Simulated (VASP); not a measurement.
Crystal: Se.

```
Se
1.0
     2.81056    0.00000    0.00000
     0.00000    2.81056    0.00000
     0.00000    0.00000    2.81056
Se
1
Direct
  0.00000 0.00000 0.00000
```

This isn't the form of Se at room conditions, which is trigonal, of chains.

* Program: VASP 6.6.1
* Task: relaxation of cell and atoms
* Functional: LDA
* Potentials or basis: VASP PAW LDA potentials, release 64 (Se)
* Cutoff: 600 eV
* k mesh: 7 × 7 × 7
* Occupations: fermi-dirac, width 0.05 eV
* Spin: spin-orbit coupling, no magnetisation

At the start: pressure -3.4 GPa; volume 22.20 Å³/atom.

Problem. Where does the relaxation end?

Solution. Over 3 steps the energy falls by 10.5 meV/atom and the volume is 21.25 Å³/atom (-4.3 %); space group Pm-3m (No. 221, to 0.05 Å).

Step by step:
```csv
step,energy change (eV),largest force (eV/Å),pressure (GPa),volume (Å³)
1,0.0000,0.0000,-3.36,22.20
2,-0.0071,0.0000,2.16,20.74
3,-0.0105,0.0000,-0.02,21.25
```

Final structure:
```
Se
1.0
     2.76961    0.00000    0.00000
     0.00000    2.76961    0.00000
     0.00000    0.00000    2.76961
Se
1
Direct
  0.00000 0.00000 0.00000
```
